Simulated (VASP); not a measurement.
# BP (F-43m) under biaxial (111) strain: valence-band splitting and top-hole masses from r2SCAN with spin-orbit coupling on LDA cells

Problem. A p-type layer of BP is to be strained in its (111) plane, and the sign of the strain has to be chosen for a hole current that runs either in the plane or along the normal. The choice depends on which valence band lies on top, how light its holes are in the direction of the current, and how far below it the next bands lie. Find how the top valence levels split at the zone centre and how the mass of the top hole band changes between 2 % compression and 2 % tension. Level depths are counted downwards from the valence-band top at the zone centre, and strain is counted from the LDA-relaxed cubic cell.

## Computational details

The start is a typed prototype cell. The crystal was relaxed with LDA. Equal strain is imposed in the (111) plane; the strain along the normal is adjusted until the normal stress vanishes, and the atoms are relaxed with LDA. VASP 6.6.1, plane waves with PAW, cutoff 480 eV, no spin polarisation. Band edges are single points at r2SCAN with spin-orbit coupling on these cells, k mesh 9×9×9, read on short lines of k points at the zone centre and through the valleys; energies are counted from the valence-band top at the zone centre. Each level is the mean of a Kramers pair; masses are fitted within 0.05 1/Å of the zone centre and are rough where two bands nearly touch. All levels use the PAW data sets made with LDA.

Notes on method and selection:

- Runs that did not converge, have known faults or may not be shown are not listed, and runs on Ansatz's PAW sets soft_1 and soft_2 are kept to separate tables.

Columns:

- strain (%): strain in the plane (tension positive).
- second level (eV): second valence level below the top at Γ.
- third level (eV): third valence level below the top at Γ.
- mass, normal (mₑ): mass of the top hole band along the normal.
- mass, plane (mₑ): mass of the top hole band in the plane.

## Computed values

| member | sign of the strain | strain (%) | second level (eV) | third level (eV) | mass, normal (mₑ) | mass, plane (mₑ) |
| --- | --- | --- | --- | --- | --- | --- |
| −2 % | compression | −2.0 | 0.0254 | 0.306 | 0.634 | 0.217 |
| −1.5 % | compression | −1.5 | 0.0250 | 0.224 | 0.635 | 0.217 |
| −1 % | compression | −1.0 | 0.0240 | 0.149 | 0.625 | 0.217 |
| −0.5 % | compression | −0.5 | 0.0206 | 0.084 | 0.610 | 0.217 |
| 0 % | compression | 0.0 | 0.0000 | 0.041 | 0.611 | 0.564 |
| 0 % | tension | 0.0 | 0.0000 | 0.041 | 0.611 | 0.564 |
| +0.5 % | tension | 0.5 | ? | ? | ? | ? |
| +1 % | tension | 1.0 | 0.0988 | 0.129 | 0.135 | 0.528 |
| +1.5 % | tension | 1.5 | 0.1446 | 0.174 | 0.139 | 0.517 |
| +2 % | tension | 2.0 | 0.1855 | 0.215 | 0.144 | 0.502 |

Cells marked ? are withheld until the estimate has been made.

Least-squares fits to the members shown, with x = strain (%); R² and errors in the fitted variable (y, or ln y where the fit is in ln y):

| y | sign of the strain | members | fit | R² | rms residual | leave-one-out rms | the same for the mean of the others |
| --- | --- | --- | --- | --- | --- | --- | --- |
| third level (eV) | compression | 5 | y = 0.02680 − 0.1340 x | 0.99 | 0.011 | 0.022 | 0.12 |
| third level (eV) | tension | 4 | y = 0.04146 + 0.08737 x | 1.00 | 9.9×10⁻⁴ | 0.0023 | 0.086 |
| second level (eV) | compression | 5 | y = 0.007960 − 0.01104 x | 0.65 | 0.0057 | 0.012 | 0.012 (fit hardly better) |
| second level (eV) | tension | 4 | y = 0.002214 + 0.09334 x | 1.00 | 0.0029 | 0.0082 | 0.092 |

## Why the values move as they do

Solution. Without strain the top level is fourfold, counting spin, and spin-orbit coupling puts the third level 0.041 eV below it. Strain of either sign splits the fourfold level, but in different ways.

Under compression the second level soon stops moving: it is 0.0206 eV deep at −0.5 % and only 0.0254 eV at −2 %. A straight line therefore describes it hardly better than the mean. The third level keeps falling, by (0.306 − 0.149) / 1.0 = 0.157 eV per % between −1 % and −2 %. Under tension the second and third levels fall together, the third by (0.215 − 0.129) / 1.0 = 0.086 eV per % between +1 % and +2 %.

The likely cause, argued here from the bonds, is the order of the phosphorus–boron p states. Tension flattens the three inclined bonds towards the plane, so the p state along the normal loses σ bonding and rises to the top; compression leaves the two in-plane p states there. Spin-orbit coupling splits that in-plane pair by about two thirds of its unstrained splitting, 2 × 0.041 / 3 = 0.027 eV. This is close to the depth at which the second level settles under compression, and to the distance between the second and third levels under tension, 0.215 − 0.1855 = 0.0295 eV at +2 %.

The masses follow the same exchange, since a p band is light along its own axis. From −1 % to +1 % the normal mass falls by a factor 0.625 / 0.135 = 4.6, while the in-plane mass rises by 0.528 / 0.217 = 2.4.

Compression thus suits current in the plane, and tension suits current along the normal. Under compression, however, the second band lies only about one room-temperature thermal energy below the top, so it also holds many holes, and its mass is not shown in the table.

## Prediction

Plain estimates from the members shown:

- +0.5 % (tension), fit at x = 0.5: 0.085 eV
- +0.5 % (tension), straight-line interpolation between 0 % and +1 %: w = (0.5 − 0.0) / (1.0 − 0.0) = 0.500, so 0.041 + 0.500 × (0.129 − 0.041) = 0.085 eV

Both plain estimates for the third level at +0.5 % give 0.085 eV. They should be slightly high, because spin-orbit coupling makes the level start slowly and steepen as strain takes over.

The three-level p model contains this curvature. Let Δ = 0.041 eV be the unstrained spin-orbit splitting and s the size of the splitting by strain alone. Counted upwards from the in-plane p level without spin-orbit coupling, the pair with angular momentum ±3/2 about the normal lies at Δ/3. The two ±1/2 pairs have energies −Δ/3 and +s (tension) or −s (compression), and are mixed by a coupling √2Δ/3. Solving for the levels and counting down from the highest, the third level lies at √((s − Δ)² + 8sΔ/3) under tension and at ½[s + Δ + √((s + Δ)² − 8sΔ/3)] under compression.

The model also gives s from the tabulated levels:
- at −1 %, second + third − Δ = 0.0240 + 0.149 − 0.041 = 0.132 eV;
- at +1 %, 2 × second − third + Δ = 2 × 0.0988 − 0.129 + 0.041 = 0.1096 eV.

Per % of strain, s therefore changes by (0.1096 − 0.132) / 2 = −0.0112 eV for each further % towards tension. At +0.5 % it is 0.1096 + 0.5 × 0.0112 = 0.1152 eV per %, so s = 0.5 × 0.1152 = 0.0576 eV. The third level follows as √(0.0166² + 8 × 0.0576 × 0.041 / 3) = 0.081 eV.

The same route gives 0.084 eV at −0.5 % (table 0.084) and 0.174 eV at +1.5 % (table 0.174). At +2 %, s = 2 × (0.1096 − 0.0112) = 0.1968 eV and s − Δ = 0.1968 − 0.041 = 0.1558 eV, so the third level is √(0.1558² + 8 × 0.1968 × 0.041 / 3) = 0.214 eV (table 0.215). At −2 %, well outside the two anchor rows, it misses by 0.005 eV. For a point between the anchors, an error of 0.001 eV is reasonable.

**Committed estimate, +0.5 % (tension): third level = 0.081 ± 0.001 eV.**

## The answer

| member | sign of the strain | strain (%) | second level (eV) | third level (eV) | mass, normal (mₑ) | mass, plane (mₑ) |
| --- | --- | --- | --- | --- | --- | --- |
| +0.5 % | tension | 0.5 | 0.0489 | 0.081 | 0.133 | 0.539 |

| member | estimate | third level (eV) | computed | estimate − computed | miss in error bars |
| --- | --- | --- | --- | --- | --- |
| +0.5 % (tension) | committed | 0.081 | 0.081 | 0.000 | 0.0 |
| +0.5 % (tension) | fit | 0.085 | 0.081 | +0.004 |  |
| +0.5 % (tension) | interpolation | 0.085 | 0.081 | +0.004 |  |

The estimate of 0.081 eV agrees with the computed third level to the printed digit, so it lies inside its error bar of 0.001 eV. The straight-line fit and the interpolation both gave 0.085 eV, which is 0.004 eV too high.

The argument for going below the straight line held: close to zero strain, spin-orbit coupling already separates the third level, and strain adds to that separation only slowly. The second level, which was also withheld, gives a further test. With the same strain splitting of 0.0576 eV, the p model puts it at (0.0576 + 0.081 − 0.041) / 2 = 0.0488 eV, against 0.0489 eV computed. One strain parameter therefore accounts for both levels.

The statement that the third level steepens under tension needs a limit. Its slope rises from (0.081 − 0.041) / 0.5 = 0.080 eV per % to (0.129 − 0.081) / 0.5 = 0.096 eV per %, but between +1.5 % and +2 % it is back at (0.215 − 0.174) / 0.5 = 0.082 eV per %.

## Exceptions

Least-squares fits to the whole series, with x = strain (%); R² and errors in the fitted variable (y, or ln y where the fit is in ln y):

| y | sign of the strain | members | fit | R² | rms residual | leave-one-out rms | the same for the mean of the others |
| --- | --- | --- | --- | --- | --- | --- | --- |
| third level (eV) | compression | 5 | y = 0.02680 − 0.1340 x | 0.99 | 0.011 | 0.022 | 0.12 |
| third level (eV) | tension | 5 | y = 0.03980 + 0.08820 x | 1.00 | 0.0018 | 0.0030 | 0.078 |
| second level (eV) | compression | 5 | y = 0.007960 − 0.01104 x | 0.65 | 0.0057 | 0.012 | 0.012 (fit hardly better) |
| second level (eV) | tension | 5 | y = 0.002220 + 0.09334 x | 1.00 | 0.0026 | 0.0051 | 0.083 |

Largest departures from the fit to the whole series:

| member | sign of the strain | third level (eV) | fit | computed − fit | in rms residuals |
| --- | --- | --- | --- | --- | --- |
| +0.5 % | tension | 0.081 | 0.084 | −0.003 | 1.6 |
| 0 % | compression | 0.041 | 0.027 | +0.014 | 1.3 |
| −1 % | compression | 0.149 | 0.161 | −0.012 | 1.1 |
| +1.5 % | tension | 0.174 | 0.172 | +0.002 | 1.1 |

No row stands apart; the largest departures come from drawing straight lines through curved series. Under compression the unstrained cell lies 0.014 eV above the line and −1 % lies 0.012 eV below it, as expected for a level that falls slowly at first and faster later. The slope grows from (0.084 − 0.041) / 0.5 = 0.086 eV per % in the first half per cent to (0.306 − 0.224) / 0.5 = 0.164 eV per % in the last.

Under tension the departures are much smaller. The +0.5 % cell is 0.003 eV below the line because spin-orbit coupling still holds back the effect of strain there. The +1.5 % cell is 0.002 eV above it, since the slope first rises and then slackens. The p model follows this slackening because the strain splitting s, taken from the two anchor rows, grows less than in proportion to tension.

## Conclusions and limits

Between −2 % and +2 %, the p model with its two anchor rows at −1 % and +1 % reproduces the third level to 0.005 eV or better, and to about 0.001 eV between the anchors.

The change of top band is complete within half a per cent on either side. From −0.5 % to +0.5 % the normal mass falls by a factor 0.610 / 0.133 = 4.6, and the in-plane mass rises by 0.539 / 0.217 = 2.5.

For a device at room temperature (thermal energy about 0.026 eV), a state at the second level is occupied by holes exp(−0.0489 / 0.026) = 0.15 times as often as one at the top at +0.5 %, but still exp(−0.0254 / 0.026) = 0.38 times as often at −2 %. Slight tension thus isolates the top band better than strong compression.

The unstrained LDA cell is under compressive pressure in r2SCAN, so the strains are not counted from the r2SCAN equilibrium cell. Hole mobility also depends on scattering, which the masses do not contain.
